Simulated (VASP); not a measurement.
# MnS (P6_3mc) in VASP: a series of runs, part 2 of 2

VASP 6.6.1.

**3. Single point, HSE06, collinear spin, antiferromagnetic start**

Contents of POSCAR:

```
MnS
1.0
    3.9760016100      0.0000000000      0.0000000000
   -1.9880008000      3.4433184000      0.0000000000
    0.0000000000      0.0000000000      6.4320005000
Mn S
2 2
Direct
    0.3333333333      0.6666666667      0.0000000000
    0.6666666667      0.3333333333      0.5000000000
    0.3333333333      0.6666666667      0.3850000000
    0.6666666667      0.3333333333      0.8850000000
```

Contents of INCAR.step1:

```
SYSTEM = MnS
ALGO     = Normal         ! electronic algorithm
EDIFF    = 1E-5           ! SCF threshold, eV
ENCUT    = 450            ! plane-wave cutoff, eV
GGA      = PE             ! functional
ISIF     = 2              ! what is computed and relaxed
ISMEAR   = 0              ! smearing method
ISPIN    = 2              ! spin polarisation
LASPH    = .True.         ! aspherical terms in the spheres
LCHARG   = .False.        ! write CHGCAR
LMAXMIX  = 4              ! l up to which the mixer works
LORBIT   = 11             ! projections on sites
LREAL    = .False.        ! projectors in reciprocal space
LWAVE    = .True.         ! write WAVECAR
MAGMOM   = 4 -4 0 0       ! initial moments
NBANDS   = 31             ! bands
NELM     = 150            ! most SCF steps
PREC     = Accurate       ! precision mode
SIGMA    = 0.05           ! smearing width, eV
```

Contents of INCAR.step2:

```
SYSTEM = MnS
ALGO     = Normal         ! electronic algorithm
EDIFF    = 1E-6           ! SCF threshold, eV
ENCUT    = 450            ! plane-wave cutoff, eV
GGA      = PE             ! functional
HFSCREEN = 0.2            ! screening, 1/A
ISIF     = 2              ! what is computed and relaxed
ISMEAR   = 0              ! smearing method
ISPIN    = 2              ! spin polarisation
ISTART   = 1            
LASPH    = .True.         ! aspherical terms in the spheres
LCHARG   = .False.        ! write CHGCAR
LHFCALC  = .True.         ! exact exchange
LMAXMIX  = 4              ! l up to which the mixer works
LORBIT   = 11             ! projections on sites
LREAL    = .False.        ! projectors in reciprocal space
LWAVE    = .False.        ! write WAVECAR
MAGMOM   = 4 -4 0 0       ! initial moments
NBANDS   = 31             ! bands
NELM     = 150            ! most SCF steps
PREC     = Accurate       ! precision mode
PRECFOCK = Fast         
SIGMA    = 0.05           ! smearing width, eV
```

Contents of KPOINTS:

```
k-points
0
Gamma
  4 4 2
  0 0 0
```

Potentials or basis: VASP PAW PBE potentials, release 64 (Mn_pv, S).

On the command line:

```
cat potpaw_PBE.64/Mn_pv/POTCAR potpaw_PBE.64/S/POTCAR > POTCAR
cp INCAR.step1 INCAR
mpirun -np 1 vasp_std > vasp.out
cp INCAR.step2 INCAR
mpirun -np 1 vasp_std > vasp.out
```

OUTCAR:

```text
SYSTEM = MnS
   EDIFF = 1E-6
   ENCUT = 450
   GGA = PE
   HFSCREEN = 0.2
   ISIF = 2
   ISMEAR = 0
   ISPIN = 2
   ISTART = 1
   LASPH = .True.
   LHFCALC = .True.
   LORBIT = 11
   LREAL = .False.
   NELM = 150
   PREC = Accurate
   PRECFOCK = Fast

 ion  position               nearest neighbor table
   1  0.333  0.667  0.000-   4 2.41   4 2.41   4 2.41   3 2.48
   2  0.667  0.333  0.500-   3 2.41   3 2.41   3 2.41   4 2.48
   3  0.333  0.667  0.385-   2 2.41   2 2.41   2 2.41   1 2.48
   4  0.667  0.333  0.885-   1 2.41   1 2.41   1 2.41   2 2.48

  LATTYP: Found a hexagonal cell.
 ALAT       =     3.9760016100
 C/A-ratio  =     1.6177057081

  Lattice vectors:

 A1 = (   3.9760016100,   0.0000000000,   0.0000000000)
 A2 = (  -1.9880008000,   3.4433184000,   0.0000000000)
 A3 = (   0.0000000000,   0.0000000000,   6.4320005000)

Analysis of symmetry for initial positions (statically):
=====================================================================
 Subroutine PRICEL returns:
 Original cell was already a primitive cell.

 Routine SETGRP: Setting up the symmetry group for a
 hexagonal supercell.

 Subroutine GETGRP returns: Found 12 space group operations
 (whereof  6 operations were pure point group operations)
 out of a pool of 24 trial point group operations.

The static configuration has the point symmetry C_3v.
 The point group associated with its full space group is C_6v.

Analysis of symmetry for dynamics (positions and initial velocities):
=====================================================================
 Subroutine PRICEL returns:
 Original cell was already a primitive cell.

 Routine SETGRP: Setting up the symmetry group for a
 hexagonal supercell.

 Subroutine GETGRP returns: Found 12 space group operations
 (whereof  6 operations were pure point group operations)
 out of a pool of 24 trial point group operations.

The dynamic configuration has the point symmetry C_3v.
 The point group associated with its full space group is C_6v.
[... 158 lines left out ...]

  energy without entropy =      -41.20751532  energy(sigma->0) =      -41.20751532

 E-fermi :   3.4073     XC(G=0):  -7.6946

 val. band max:        3.1820376311   @ k =   0.0000   0.0000   0.0000
 cond. band min:       6.3625975085   @ k =   0.0000   0.0000   0.0000
 fundamental gap:      3.1805598774
 Fermi energy:         3.4073430480

 spin component 1

 k-point     1 :       0.0000    0.0000    0.0000
  band No.  band energies     occupation
      1     -50.9513      1.00000
      2     -50.9512      1.00000
      3     -50.9507      1.00000
      4     -44.3870      1.00000
      5     -44.3752      1.00000
      6     -44.3752      1.00000
[... 261 lines left out ...]
     30      12.3671      0.00000
     31      12.9970      0.00000
 Fermi energy:         3.4073430480

 spin component 2

 k-point     1 :       0.0000    0.0000    0.0000
  band No.  band energies     occupation
      1     -50.9513      1.00000
      2     -50.9512      1.00000
      3     -50.9507      1.00000
      4     -44.3870      1.00000
      5     -44.3752      1.00000
      6     -44.3752      1.00000
[... 261 lines left out ...]
     30      12.3671      0.00000
     31      12.9970      0.00000

------------------------ aborting loop because EDIFF is reached ----------------------------------------

  FORCE on cell =-STRESS in cart. coord.  units (eV):
  Direction    XX          YY          ZZ          XY          YZ          ZX
  --------------------------------------------------------------------------------------
  -------------------------------------------------------------------------------------
  Total        1.4905566      1.4905566     -0.5952109      0.0000000     -0.0000000      0.0000000
  in kB       27.1199735     27.1199735    -10.8295819      0.0000000     -0.0000000      0.0000000
  external PRESSURE =      14.4701217 kB  Pullay stress =       0.0000000 kB

 VOLUME and BASIS-vectors are now :
 -----------------------------------------------------------------------------
  energy-cutoff  :      450.00
  volume of cell :       88.06
      direct lattice vectors                 reciprocal lattice vectors
     3.976001610  0.000000000  0.000000000     0.251508952  0.145208761  0.000000000
    -1.988000800  3.443318400  0.000000000     0.000000000  0.290417523  0.000000000
     0.000000000  0.000000000  6.432000500     0.000000000  0.000000000  0.155472625

 POSITION                                       TOTAL-FORCE (eV/Angst)
 -----------------------------------------------------------------------------------
      0.00000      2.29555      0.00000         0.000000     -0.000000      0.390379
      1.98800      1.14777      3.21600        -0.000000      0.000000      0.390379
      0.00000      2.29555      2.47632         0.000000      0.000000     -0.390379
      1.98800      1.14777      5.69232        -0.000000     -0.000000     -0.390379
 -----------------------------------------------------------------------------------
    total drift:                               -0.000014     -0.000020     -0.000025

  FREE ENERGIE OF THE ION-ELECTRON SYSTEM (eV)
  ---------------------------------------------------
  free  energy   TOTEN  =       -41.2075153184 eV

  energy  without entropy=      -41.2075153184  energy(sigma->0) =      -41.20751532

 total charge

# of ion       s       p       d       tot
------------------------------------------
    1        0.257   6.212   4.881  11.351
    2        0.257   6.212   4.881  11.351
    3        1.303   2.502   0.000   3.806
    4        1.303   2.502   0.000   3.806
--------------------------------------------------
tot          3.121  17.430   9.762  30.313

 magnetization (x)

# of ion       s       p       d       tot
------------------------------------------
    1        0.033   0.047   4.395   4.475
    2       -0.033  -0.047  -4.395  -4.475
    3       -0.003  -0.017   0.000  -0.019
    4        0.003   0.017   0.000   0.019
--------------------------------------------------
tot         -0.000   0.000  -0.000  -0.000
```

OUTCAR.step1:

```text
SYSTEM = MnS
   EDIFF = 1E-5
   ENCUT = 450
   GGA = PE
   ISIF = 2
   ISMEAR = 0
   ISPIN = 2
   LASPH = .True.
   LORBIT = 11
[... 796 lines left out ...]
    1        0.255   6.202   4.927  11.385
    2        0.255   6.202   4.927  11.385
    3        1.313   2.442   0.000   3.755
    4        1.313   2.442   0.000   3.755
--------------------------------------------------
tot          3.136  17.289   9.855  30.280

 magnetization (x)

# of ion       s       p       d       tot
------------------------------------------
    1        0.034   0.050   4.131   4.216
    2       -0.034  -0.050  -4.131  -4.216
    3       -0.004  -0.033   0.000  -0.036
    4        0.004   0.033   0.000   0.036
--------------------------------------------------
tot          0.000   0.000  -0.000  -0.000
```

Wall time 10 min (1 thread of Intel Xeon Platinum 8488C (Sapphire Rapids), shared host); peak memory 0.32 GiB.

Results:

| Property | Result |
| --- | --- |
| Free energy | -41.2075 eV |
| Pressure | 1.4 GPa |
| Largest force | 0.390 eV/Å |
| Band gap on the k mesh | 3.18 eV, direct |
| Net moment | 0.00 μB per cell |
| Site moments | Mn +4.47, -4.47; S -0.02, +0.02 μB |
| Valence electrons inside the program's atomic spheres | Mn 11.35; S 3.81 |

Forces on the atoms (eV/Å):
```
Mn   0.000  0.000  0.390
Mn   0.000  0.000  0.390
S    0.000  0.000 -0.390
S    0.000  0.000 -0.390
```

Caveat: the k mesh is coarse (spacing up to 0.49 Å⁻¹), so the values aren't converged, least of all with exact exchange; the PAW data sets were made with another functional, which shifts forces and pressure a little. A k mesh can miss the band edges.
